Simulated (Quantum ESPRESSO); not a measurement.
## PbSe in Quantum ESPRESSO: the effect of target pressure

Crystal: PbSe.

```
CELL_PARAMETERS angstrom
3.78432 0.00000 0.00000
0.00000 3.78432 0.00000
0.00000 0.00000 3.78432
ATOMIC_POSITIONS crystal
Pb 0.00000 0.00000 0.00000
Se 0.50000 0.50000 0.50000
```

Measurements of this composition are mostly on another form, of space group No. 225.

Alike in all runs:

| Item | Value |
| --- | --- |
| Program | Quantum ESPRESSO 7.5 |
| Task | phonons |
| Functional | PBEsol |
| Potentials or basis | GBRV 1.5 PBEsol |
| Cutoff | 612 eV |
| Density cutoff | 4898 eV |
| k mesh | 7 × 7 × 7 |
| Occupations | cold, width 0.2 eV |
| Spin | no spin polarisation |

Each run relaxes the cell or the atoms first.

```csv
target pressure,relaxed volume (Å³/atom),highest phonon frequency (cm⁻¹)
0 GPa,?,?
10 GPa,22.32,61
25 GPa,19.69,122
50 GPa,17.29,177
80 GPa,15.69,214
```

Task: What does the run with target pressure 0 GPa give?

Result: Relaxed volume 25.27 Å³/atom; highest phonon frequency -7 cm⁻¹.

Worked out: In Murnaghan's law V^(-B') rises as a straight line in P. The other rows fit best with B' = 3.9, V0 = 25.67 Å³/atom and B0 = 53 GPa, which gives 25.67 Å³/atom at 0 GPa, against the run's 25.27. A parabola through the other rows of the highest phonon frequency, of slope 4.49 cm⁻¹ per GPa there, extrapolates to 21 cm⁻¹, against the run's -7.

Caveats: the mesh is thin for the phonons of a metal; the volume moved by over 15 % at a fixed basis, so the end points are rough (some runs); the cell is more than 3 GPa from zero pressure, which shifts response properties (some runs); some modes are imaginary (some runs).
